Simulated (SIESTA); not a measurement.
LiH under changes of volume

One of the cells (8.618 Å³/atom); the others are scaled copies at fixed shape and fractional positions:

```
Li H
1.0
     0.00000    2.05024    2.05024
     2.05024    0.00000    2.05024
     2.05024    2.05024    0.00000
Li H
1 1
Direct
  0.00000 0.00000 0.00000
  0.50000 0.50000 0.50000
```

- Program: SIESTA 5.4.2
- Functional: PBE
- Potentials or basis: PseudoDojo 0.4 standard (PBE files)
- Basis: DZP (energy shift 0.003 Ry; two zetas on semicore shells)
- Grid cutoff: 800 Ry
- Energy shift: 0.003 Ry
- k mesh: 11 × 11 × 11
- Occupations: fermi-dirac, width 0.05 eV
- Spin: no spin polarisation

```tsv
volume (Å³/atom)	energy over the lowest point (meV/atom)	pressure (GPa)	gap on the mesh (eV)
7.942	0.04	0.4	3.15
8.111	0.00	-0.3	3.16
8.280	0.74	-1.0	3.17
8.618	4.43	-2.3	3.19
8.787	?	?	?
8.956	10.26	-3.2	3.20
```

What does the run at 8.787 Å³/atom give?

Energy over the lowest point 7.09 meV/atom; pressure -2.8 GPa; gap on the mesh 3.20 eV.

Worked out: A Birch-Murnaghan fit of order 3 (a polynomial in V^(-2/3)) to the other rows has its minimum at 8.04 Å³/atom with B0 = V·E''(V) = 41 GPa and B' = 6.0. It gives 7.11 meV/atom at 8.787 Å³/atom, against the run's 7.09, and -dE/dV = -2.8 GPa, against -2.8. A straight line through the other rows of the gap, of slope 0.427 eV per unit of ln V (its deformation potential), gives 3.19 eV, against the run's 3.20.

Energies are extrapolated to zero smearing.

Caveats: an odd mesh through Γ misses points on the zone boundary, where band edges often lie; the basis of atomic orbitals isn't converged, which shifts pressures, moduli and gaps.
